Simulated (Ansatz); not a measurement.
## BeTe under changes of volume

One of the cells (21.254 Å³/atom); the others are scaled copies at fixed shape and fractional positions:

```
Te Be
1.0
     0.00000    2.77000    2.77000
     2.77000    0.00000    2.77000
     2.77000    2.77000    0.00000
Te Be
1 1
Direct
  0.75000 0.75000 0.75000
  0.00000 0.00000 0.00000
```

| Property | Result |
| --- | --- |
| Program | Ansatz 0.2.0 |
| Functional | PBEsol |
| Potentials or basis | all-electron LAPW, scalar-relativistic |
| Cutoff | 249 eV (chosen from the basis error) |
| Basis error allowed | 0.0005 eV/atom |
| k mesh | 8 × 8 × 8 |
| Occupations | fermi-dirac, width 0.05 eV |
| Spin | no spin polarisation |

```tsv
volume (Å³/atom)	energy over the lowest point (meV/atom)	pressure (GPa)	gap on the mesh (eV)
19.979	41.13	7.1	1.58
20.404	24.79	5.3	1.64
20.829	12.89	3.7	1.69
21.254	5.04	2.2	1.75
21.679	0.85	0.9	1.80
22.104	0.00	-0.3	1.85
22.529	?	?	?
```

Problem. What does the run at 22.529 Å³/atom give?

Solution. Energy over the lowest point 2.17 meV/atom; pressure -1.3 GPa; gap on the mesh 1.89 eV.

Worked out: A Birch-Murnaghan fit of order 3 (a polynomial in V^(-2/3)) to the other rows has its minimum at 22.00 Å³/atom with B0 = V·E''(V) = 60 GPa and B' = 3.9. It gives 2.18 meV/atom at 22.529 Å³/atom, against the run's 2.17, and -dE/dV = -1.4 GPa, against -1.3. A straight line through the other rows of the gap, of slope 2.67 eV per unit of ln V, extrapolates to 1.90 eV, against the run's 1.89.

Energies are extrapolated to zero smearing.

Caveats: spin-orbit coupling is left out, which moves the levels of the heavy elements.

A mesh can miss the band edges.
